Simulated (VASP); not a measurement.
# GeS (Pnma) in VASP: a series of runs, part 3 of 3

VASP 6.6.1. Earlier steps stand in the parts before.

## 5. Relaxation of shape and atoms at fixed volume, PBE+D3(BJ) (a relaxed cell with its volume scaled by 0.98)

INCAR reads:

```
ALGO = Normal
EDIFF = 1E-7
EDIFFG = -0.01
ENCUT = 600
GGA = PE
IBRION = 2
ISIF = 4
ISMEAR = 0
IVDW = 12
KPAR = 2
LASPH = T
LCHARG = F
LREAL = F
LWAVE = F
NELM = 80
NSW = 40
PREC = Accurate
SIGMA = 0.03
```

KPOINTS reads:

```
k-points
0
Gamma
  4 8 6
```

POSCAR reads:

```
GeS                                     
1.0
   10.5859244427      0.0000000000      0.0000000000
    0.0000000000      3.6595134891      0.0000000000
    0.0000000000      0.0000000000      4.3201578207
  Ge              S             
     4     4
Direct
     0.1247307389281593    0.2500000000000000    0.1326890020419413
     0.3752692610718407    0.7500000000000000    0.6326890020419412
     0.6247307389281593    0.2500000000000000    0.3673109979580587
     0.8752692610718407    0.7500000000000000    0.8673109979580588
     0.8495031896761398    0.2500000000000000    0.4964264727104492
     0.6504968103238602    0.7500000000000000    0.9964264727104492
     0.3495031896761398    0.2500000000000000    0.0035735272895508
     0.1504968103238602    0.7500000000000000    0.5035735272895508
```

Potentials or basis: VASP PAW PBE potentials, release 64 (Ge_d, S).

Command:

```
> cat potpaw_PBE.64/Ge_d/POTCAR potpaw_PBE.64/S/POTCAR > POTCAR
> mpirun -np 2 vasp_std > vasp.out
```

OUTCAR:

```text
EDIFF = 1E-7
   EDIFFG = -0.01
   ENCUT = 600
   GGA = PE
   IBRION = 2
   ISIF = 4
   ISMEAR = 0
   IVDW = 12
   LASPH = T
   LREAL = F
   NELM = 80
   NSW = 40
   PREC = Accurate
 IVDW          = 12

 ion  position               nearest neighbor table
   1  0.125  0.250  0.133-   7 2.44   8 2.45   8 2.45
   2  0.375  0.750  0.633-   8 2.44   7 2.45   7 2.45
   3  0.625  0.250  0.367-   5 2.44   6 2.45   6 2.45
   4  0.875  0.750  0.867-   6 2.44   5 2.45   5 2.45
   5  0.850  0.250  0.496-   3 2.44   4 2.45   4 2.45
   6  0.650  0.750  0.996-   4 2.44   3 2.45   3 2.45
   7  0.350  0.250  0.004-   1 2.44   2 2.45   2 2.45
   8  0.150  0.750  0.504-   2 2.44   1 2.45   1 2.45

  LATTYP: Found a simple orthorhombic cell.
 ALAT       =     3.6595134891
 B/A-ratio  =     1.1805279127
 C/A-ratio  =     2.8927136009

  Lattice vectors:

 A1 = (   0.0000000000,   3.6595134891,   0.0000000000)
 A2 = (   0.0000000000,   0.0000000000,   4.3201578207)
 A3 = (  10.5859244427,   0.0000000000,   0.0000000000)

Analysis of symmetry for initial positions (statically):
=====================================================================
 Subroutine PRICEL returns:
 Original cell was already a primitive cell.

 Routine SETGRP: Setting up the symmetry group for a
 simple orthorhombic supercell.

 Subroutine GETGRP returns: Found  8 space group operations
 (whereof  2 operations were pure point group operations)
 out of a pool of  8 trial point group operations.

The static configuration has the point symmetry S_2 .
 The point group associated with its full space group is D_2h.

Analysis of symmetry for dynamics (positions and initial velocities):
=====================================================================
 Subroutine PRICEL returns:
 Original cell was already a primitive cell.

 Routine SETGRP: Setting up the symmetry group for a
 simple orthorhombic supercell.

 Subroutine GETGRP returns: Found  8 space group operations
 (whereof  2 operations were pure point group operations)
 out of a pool of  8 trial point group operations.

The dynamic configuration has the point symmetry S_2 .
 The point group associated with its full space group is D_2h.

 Subroutine INISYM returns: Found  8 space group operations
 (whereof  2 operations are pure point group operations),
 and found     1 'primitive' translations

----------------------------------------------------------------------------------------

                                     Primitive cell

  volume of cell :     167.3600

  direct lattice vectors                    reciprocal lattice vectors
    10.585924443  0.000000000  0.000000000     0.094465061  0.000000000  0.000000000
     0.000000000  3.659513489  0.000000000     0.000000000  0.273260367  0.000000000
     0.000000000  0.000000000  4.320157821     0.000000000  0.000000000  0.231473025

  length of vectors
    10.585924443  3.659513489  4.320157821     0.094465061  0.273260367  0.231473025

  position of ions in fractional coordinates (direct lattice)
     0.124730739  0.250000000  0.132689002
     0.375269261  0.750000000  0.632689002
     0.624730739  0.250000000  0.367310998
     0.875269261  0.750000000  0.867310998
     0.849503190  0.250000000  0.496426473
     0.650496810  0.750000000  0.996426473
     0.349503190  0.250000000  0.003573527
     0.150496810  0.750000000  0.503573527

  ion indices of the primitive-cell ions
   primitive index   ion index
                 1           1
                 2           2
                 3           3
                 4           4
                 5           5
                 6           6
                 7           7
                 8           8

----------------------------------------------------------------------------------------

 KPOINTS: k-points

Automatic generation of k-mesh.
 Grid dimensions read from file:
 generate k-points for:    4    8    6

 Generating k-lattice:

  Cartesian coordinates                     Fractional coordinates (reciprocal lattice)
     0.023616265  0.000000000  0.000000000     0.250000000  0.000000000  0.000000000
     0.000000000  0.034157546  0.000000000     0.000000000  0.125000000  0.000000000
     0.000000000  0.000000000  0.038578838     0.000000000  0.000000000  0.166666667

  Length of vectors
     0.023616265  0.034157546  0.038578838

  Shift w.r.t. Gamma in fractional coordinates (k-lattice)
     0.000000000  0.000000000  0.000000000

 Subroutine IBZKPT returns following result:
 ===========================================

 Found     60 irreducible k-points:

 Following reciprocal coordinates:
            Coordinates               Weight
  0.000000  0.000000  0.000000      1.000000
  0.250000  0.000000  0.000000      2.000000
  0.500000  0.000000  0.000000      1.000000
  0.000000  0.125000  0.000000      2.000000
  0.250000  0.125000  0.000000      4.000000
  0.500000  0.125000  0.000000      2.000000
[... 16 lines left out ...]
  0.250000  0.250000  0.166667      8.000000
  0.500000  0.250000  0.166667      4.000000
 [... further k-points ...]
   k-points           NKPTS =     60   k-points in BZ     NKDIM =     60   number of bands    NBANDS=     48
   number of dos      NEDOS =    301   number of ions     NIONS =      8
   total plane-waves  NPLWV =  97200
   dimension x,y,z NGX =    90 NGY =   30 NGZ =   36
   dimension x,y,z NGXF=   180 NGYF=   60 NGZF=   72
   ions per type =               4   4
   NGX,Y,Z   is equivalent  to a cutoff of  14.13, 13.63, 13.85 a.u.
   NGXF,Y,Z  is equivalent  to a cutoff of  28.27, 27.26, 27.71 a.u.
 SYSTEM =  unknown system
   PREC   = accura    normal or accurate (medium, high low for compatibility)
   ISTART =      0    job   : 0-new  1-cont  2-samecut
   ICHARG =      2    charge: 1-file 2-atom 10-const
   ISPIN  =      1    spin polarized calculation?
   LNONCOLLINEAR =      F non collinear calculations
   LSORBIT =      F    spin-orbit coupling
   LASPH  =      T    aspherical Exc in radial PAW
   ENCUT  =  600.0 eV  44.10 Ry    6.64 a.u.  21.14  7.31  8.63*2*pi/ulx,y,z
   NELM   =     80;   NELMIN=  2; NELMDL= -5     # of ELM steps
   EDIFF  = 0.1E-06   stopping-criterion for ELM
   LREAL  =      F    real-space projection
   EDIFFG = -.1E-01   stopping-criterion for IOM
   NSW    =     40    number of steps for IOM
   IBRION =      2    ionic relax: 0-MD 1-quasi-New 2-CG
   NFREE  =      1    steps in history (QN), initial steepest desc. (CG)
   ISIF   =      4    stress and relaxation
   ISYM   =      2    0-nonsym 1-usesym 2-fastsym
   POTIM  = 0.5000    time-step for ionic-motion
   TEBEG  =    0.0;   TEEND  =   0.0 temperature during run
   PSTRESS=    0.0 pullay stress
   NELECT =      80.0000    total number of electrons
   NUPDOWN=      -1.0000    fix difference up-down
   EMIN   =  10.00;   EMAX   =-10.00  energy-range for DOS
   EFERMI =   0.00;   METHOD = LEGACY
   ISMEAR =     0;   SIGMA  =   0.03  broadening in eV -4-tet -1-fermi 0-gaus
   EFERMI_NEDOS =   21; number of points for ismear=-14 and -15
   IALGO  =     38    algorithm
   IMIX   =      4    mixing-type and parameters
     AMIX     =   0.40;   BMIX     =  1.00
     AMIX_MAG =   1.60;   BMIX_MAG =  1.00
  volume/ion in A,a.u.               =      20.92       141.18
  Fermi-wavevector in a.u.,A,eV,Ry     =   1.280032  2.418910 22.292908  1.638483
  Thomas-Fermi vector in A             =   2.412483
   LORBIT       =      0    0 simple, 1 ext, 2 COOP (PROOUT), +10 PAW based schemes
   GGA     = PE    functional components
   LHFCALC =     F    Hartree Fock is set to
   AEXX    =    0.0000 exact exchange contribution
   IVDW    =    12    specifies the selected vdW correction
   LEPSILON=     F    determine dielectric tensor
   LRPA    =     F    only Hartree local field effects (RPA)
 conjugate gradient relaxation of ions
 non-spin polarized calculation
 Gauss-broadening in eV      SIGMA  =   0.03
  energy-cutoff  :      600.00
  volume of cell :      167.36
 maximum number of plane-waves:      5626
 NGX is ok and might be reduce to    90
   NGX = 43   NGY = 15   NGZ = 17

--------------------------------------- Ionic step        1  -------------------------------------------

 number of electron      80.0000027 magnetization

 Free energy of the ion-electron system (eV)
  ---------------------------------------------------
  ext. energy  EPLUGINS =         0.00000000
  ---------------------------------------------------
  free energy    TOTEN  =       -36.61599552 eV

  energy without entropy =      -36.61599552  energy(sigma->0) =      -36.61599552

------------------------ aborting loop because EDIFF is reached ----------------------------------------

 Edisp (eV)   -2.62449

 E8    (eV) :    -1.0697
[... 221 lines left out ...]
--------------------------------------- Ionic step        6  -------------------------------------------

 number of electron      80.0000029 magnetization

 Free energy of the ion-electron system (eV)
  ---------------------------------------------------
  ext. energy  EPLUGINS =         0.00000000
  ---------------------------------------------------
  free energy    TOTEN  =       -36.62229436 eV

  energy without entropy =      -36.62229436  energy(sigma->0) =      -36.62229436

 E-fermi :   4.9165     XC(G=0): -10.0266

 val. band max:        4.7719821743   @ k =   0.0000   0.0000   0.3333
 cond. band min:       5.9201649950   @ k =   0.0000   0.0000   0.0000
 fundamental gap:      1.1481828207
 Fermi energy:         4.9165107625

 k-point     1 :       0.0000    0.0000    0.0000
  band No.  band energies     occupation
      1     -19.6116      2.00000
      2     -19.6088      2.00000
      3     -19.6044      2.00000
      4     -19.6026      2.00000
      5     -19.6022      2.00000
      6     -19.6009      2.00000
[... 1213 lines left out ...]
     47       8.7898      0.00000
     48       8.7898      0.00000

 [... further k-points ...]

------------------------ aborting loop because EDIFF is reached ----------------------------------------

 Edisp (eV)   -2.62290

 E8    (eV) :    -1.0690
[... 31 lines left out ...]
  FREE ENERGIE OF THE ION-ELECTRON SYSTEM (eV)
  ---------------------------------------------------
  free  energy   TOTEN  =       -39.2451904462 eV

  energy  without entropy=      -39.2451904462  energy(sigma->0) =      -39.24519045

 reached required accuracy - stopping structural energy minimisation
```

Wall time 7.6 min (2 MPI ranks of Intel Xeon 6975P-C (Granite Rapids), shared host); peak memory 0.61 GiB.

What came out:

```yaml
Free_energy: -39.2452 eV
Energy_gained_by_relaxing: 0.6 meV/atom
Ionic_steps: 6
Pressure_after_relaxing: 1.2 GPa
Largest_force_after_relaxing: 0.005 eV/Å
Band_gap_on_the_k_mesh: 1.15 eV, indirect (least direct gap 1.23 eV)
Dispersion_energy_per_atom: -0.328 eV
```

Forces on the atoms (eV/Å):
```
Ge   0.004  0.000  0.000
Ge  -0.004  0.000  0.000
Ge   0.004  0.000  0.000
Ge  -0.004  0.000  0.000
S    0.001  0.000 -0.005
S   -0.001  0.000 -0.005
S    0.001  0.000  0.005
S   -0.001  0.000  0.005
```

The path:
```
step  energy change (eV)  largest force (eV/Å)  pressure (GPa)
   1              0.0000                0.1121            1.63
   2             -0.0030                0.0531            1.43
   3             -0.0040                0.0175            1.23
   4             -0.0040                0.0150            1.25
   5             -0.0044                0.0088            1.23
   6             -0.0047                0.0052            1.19
```

Final structure:
```
Ge S
1.0
    10.57425    0.00000    0.00000
     0.00000    3.67374    0.00000
     0.00000    0.00000    4.30818
Ge S
4 4
Direct
  0.12376 0.25000 0.13147
  0.37624 0.75000 0.63147
  0.62376 0.25000 0.36853
  0.87624 0.75000 0.86853
  0.85035 0.25000 0.49493
  0.64965 0.75000 0.99493
  0.35035 0.25000 0.00507
  0.14965 0.75000 0.50507
```

A k mesh can miss the band edges.

## 6. Relaxation of shape and atoms at fixed volume, PBE+D3(BJ)

INCAR is that of step 5.

KPOINTS is that of step 5.

Edit POSCAR of step 5 so:

```diff
@@ -2,5 +2,5 @@
 1.0
-   10.5859244427      0.0000000000      0.0000000000
-    0.0000000000      3.6595134891      0.0000000000
-    0.0000000000      0.0000000000      4.3201578207
+   10.6574531290      0.0000000000      0.0000000000
+    0.0000000000      3.6842406816      0.0000000000
+    0.0000000000      0.0000000000      4.3493489617
   Ge              S
```

Potentials or basis: VASP PAW PBE potentials, release 64 (Ge_d, S).

Command:

```
> cat potpaw_PBE.64/Ge_d/POTCAR potpaw_PBE.64/S/POTCAR > POTCAR
> mpirun -np 2 vasp_std > vasp.out
```

Run time: 2.8 min. Hardware: 2 MPI ranks of Intel Xeon 6975P-C (Granite Rapids), shared host; peak memory 0.57 GiB.

The run converged. Its results:

* Free energy: -39.2585 eV
* Pressure after relaxing: 0.0 GPa
* Largest force after relaxing: 0.003 eV/Å
* Band gap on the k mesh: 1.22 eV, indirect (least direct gap 1.25 eV)
* Dispersion energy per atom: -0.327 eV

Forces in eV/Å, atoms in the order of the input:
```
Ge  -0.001  0.000  0.003
Ge   0.001  0.000  0.003
Ge  -0.001  0.000 -0.003
Ge   0.001  0.000 -0.003
S   -0.001  0.000 -0.002
S    0.001  0.000 -0.002
S   -0.001  0.000  0.002
S    0.001  0.000  0.002
```

Final structure:
```cif
data_structure
_symmetry_space_group_name_H-M 'P 1'
_symmetry_Int_Tables_number 1
_cell_length_a 10.6575
_cell_length_b 3.6842
_cell_length_c 4.3493
_cell_angle_alpha 90.000
_cell_angle_beta 90.000
_cell_angle_gamma 90.000
_cell_volume 170.78
loop_
_atom_site_label
_atom_site_type_symbol
_atom_site_fract_x
_atom_site_fract_y
_atom_site_fract_z
_atom_site_occupancy
Ge1 Ge 0.12473 0.25000 0.13269 1
Ge2 Ge 0.37527 0.75000 0.63269 1
Ge3 Ge 0.62473 0.25000 0.36731 1
Ge4 Ge 0.87527 0.75000 0.86731 1
S1 S 0.84950 0.25000 0.49643 1
S2 S 0.65050 0.75000 0.99643 1
S3 S 0.34950 0.25000 0.00357 1
S4 S 0.15050 0.75000 0.50357 1
```

Levels at points of the mesh, in eV from the valence-band top:
| k point | band 37 | band 38 | band 39 | band 40 | band 41 | band 42 | band 43 | band 44 |
| --- | --- | --- | --- | --- | --- | --- | --- | --- |
| (0.00, 0.00, 0.00) | -1.57 | -0.84 | -0.73 | -0.03 | 1.22 | 2.72 | 2.83 | 3.05 |
| (0.50, 0.00, 0.00) | -1.79 | -1.79 | -0.33 | -0.33 | 2.53 | 2.53 | 2.66 | 2.66 |
| (0.00, 0.50, 0.00) | -1.34 | -1.34 | -1.01 | -1.01 | 1.58 | 1.58 | 1.64 | 1.64 |
| (0.50, 0.50, 0.00) | -1.36 | -1.36 | -1.36 | -1.36 | 1.85 | 1.85 | 1.85 | 1.85 |
| (0.00, 0.00, 0.50) | -0.85 | -0.85 | -0.21 | -0.21 | 1.75 | 1.75 | 2.54 | 2.54 |
| (0.50, 0.00, 0.50) | -0.65 | -0.65 | -0.24 | -0.24 | 1.74 | 1.74 | 2.43 | 2.43 |
| (0.00, 0.50, 0.50) | -2.03 | -2.03 | -1.24 | -1.24 | 3.18 | 3.18 | 3.40 | 3.40 |
| (0.50, 0.50, 0.50) | -1.36 | -1.36 | -1.36 | -1.36 | 2.97 | 2.97 | 2.97 | 2.97 |

Caveat: the relaxation stopped at its first step, so nothing moved. A k mesh can miss the band edges.

## 7. Summary

```csv
task,cell,gap on the mesh (eV),pressure (GPa),largest force (eV/Å)
relaxation of cell and atoms,relaxed,1.22,0.0,-
relaxation of shape and atoms at fixed volume,atoms relaxed at fixed volume from: a relaxed cell with its volume scaled by 0.94,0.97,2.0,0.01
relaxation of shape and atoms at fixed volume,atoms relaxed at fixed volume from: a relaxed cell with its volume scaled by 0.96,1.07,2.0,0.01
relaxation of shape and atoms at fixed volume,atoms relaxed at fixed volume from: a relaxed cell with its volume scaled by 0.98,1.15,1.2,0.01
relaxation of shape and atoms at fixed volume,atoms relaxed at fixed volume,1.22,0.0,-
```

Alike in all rows: level PBE+D3(BJ); potentials or basis VASP PAW PBE potentials, release 64 (Ge_d, S); no spin polarisation; k mesh 4 × 8 × 6; cutoff (eV) 600; smearing gaussian 0.03 eV.

Caveats: the relaxation stopped at its first step, so nothing moved (some runs).

Total energies depend on the potentials used, so only differences within one code and one set of settings carry meaning.
